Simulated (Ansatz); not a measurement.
We consider LaAlO3 (R-3c, No. 167; start mp-2920; cell taken from a computed entry), described by PBEsol (PAW; Ansatz, a program for electronic structure).

Settings: plane-wave cutoff 520 eV, 8×8×8 k mesh, Fermi–Dirac smearing 0.01 eV, scalar-relativistic PAW data made under PBE.

Cell (relaxed at this level):

```xyz
10
Lattice="2.6763 1.5452 4.3495 -2.6763 1.5452 4.3495 0.0000 -3.0903 4.3495" Properties=species:S:1:pos:R:3 pbc="T T T"
La     0.0000     0.0000     3.2621
La     0.0000     0.0000     9.7863
Al     0.0000     0.0000     0.0000
Al     0.0000     0.0000     6.5242
O      1.4339    -0.6067     7.6116
O     -1.4339     0.6067     5.4368
O     -0.1915     1.5452     7.6116
O      0.1915    -1.5452     5.4368
O     -1.2424    -0.9384     7.6116
O      1.2424     0.9384     5.4368
```

Question: Estimate the band gap and smallest direct gap on the k points sampled that the calculation returns.

Answer: 
band gap: 3.94 eV
smallest direct gap on the k points sampled: 3.97 eV

Spin–orbit coupling is not included.

Computed values are for the static lattice.

It cost around 23 core-seconds (rough) of CPU time.

A start named mp-… is a Materials Project structure, which need not be a measured phase.
